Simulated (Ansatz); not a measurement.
**HfC: changing spin-orbit coupling**

The structure is cubic, space group Fm-3m (No. 225). The conventional cell has a = 4.650 Å, b = 4.650 Å, c = 4.650 Å, α = 90.00°, β = 90.00°, γ = 90.00°. Hf (site symmetry m-3m) has 6 C at 2.33 Å as nearest neighbours. Around C (site symmetry m-3m) lie 6 Hf at 2.33 Å.

Kept alike: task band structure; functional PBEsol; k mesh 10 × 10 × 10; occupations fermi-dirac, width 0.05 eV. Program: Ansatz, Ansatz PAW, cutoff 420 eV. The mesh is that of the run's cell of 2 atoms.

| spin-orbit coupling | pressure (GPa) |
| --- | --- |
| off | -6.52 |
| on | -7.18 |

Pressure is positive in compression, with a Pulay correction for the finite cutoff. For a metal such a mesh leaves the last digits unconverged. All rows use potentials made for PBE.

The pressure runs from -7.18 (on) to -6.52 GPa (off).

Both pressures are negative, so at this lattice constant HfC is stretched relative to its equilibrium in the calculation and would contract on relaxation. Spin-orbit coupling strengthens that tendency only modestly, from -6.52 to -7.18 GPa, and most of the tension is already there without it.

A small response fits the bonding. Cohesion in this carbide comes mainly from covalent Hf 5d–C 2p states, with the Fermi level near a pseudogap between bonding and antibonding bands. When the bonding bands are nearly filled, spin-orbit splittings largely cancel in the total energy, leaving mostly a weaker contribution from mixing between states. The extra inward pull probably reflects how this contribution, including any from the Hf 5p semicore, changes with volume, though the pressures alone cannot separate the two.

The results therefore support a minor role for spin-orbit coupling in the equilibrium volume, but say nothing about its effect on individual bands, where degeneracies can be lifted even if the pressure hardly changes.
